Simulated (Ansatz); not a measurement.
# AlSb: the cost of one run

Method: DFT PBE, scalar-relativistic, plane waves, PAW, in Ansatz 0.2.0.

## 1. The system as given

Symmetry: F-43m, No. 216, cubic system. The conventional cell has a = 6.224 Å, b = 6.224 Å, c = 6.224 Å, α = 90.00°, β = 90.00°, γ = 90.00°. Al (site symmetry -43m) has 4 Sb at 2.70 Å as nearest neighbours. Around Sb (site symmetry -43m) lie 4 Al at 2.70 Å.

Structure file:

```
Al Sb
1.0
     0.00000    3.11224    3.11224
     3.11224    0.00000    3.11224
     3.11224    3.11224    0.00000
Al Sb
1 1
Direct
  0.75000 0.75000 0.75000
  0.00000 0.00000 0.00000
```

This cell was relaxed beforehand with the same method: volume 30.15 Å³/atom, gap on the mesh 1.24 eV.

## 2. Point at V/V0 = 0.97

Input file input.yaml:

```yaml
crystal:
  lattice:
    - [0.0, 3.080804844, 3.080804844]
    - [3.080804844, 0.0, 3.080804844]
    - [3.080804844, 3.080804844, 0.0]
  atoms:
    - { symbol: Al, position: [0.75, 0.75, 0.75] }
    - { symbol: Sb, position: [0.0, 0.0, 0.0] }
basis:
  ecutwfc: 420
kpoints:
  mp_grid: { grid: [8, 8, 8] }
hamiltonian:
  xc: pbe
scf:
  occupations: { method: gaussian, width: 0.02 }
output:
  forces: true
  stress: true
  eigenvalues: true
```

Run with:

```sh
$ ansatz run input.yaml --threads 1 --pin off --max-ram 3584MiB --backend cpu --events-out ev --progress --plain --runs-dir out
```

What time and memory should one allow on 1 thread of Intel Xeon Platinum 8488C (Sapphire Rapids), shared host?

About 1.4 s, with a peak of 0.38 GiB.
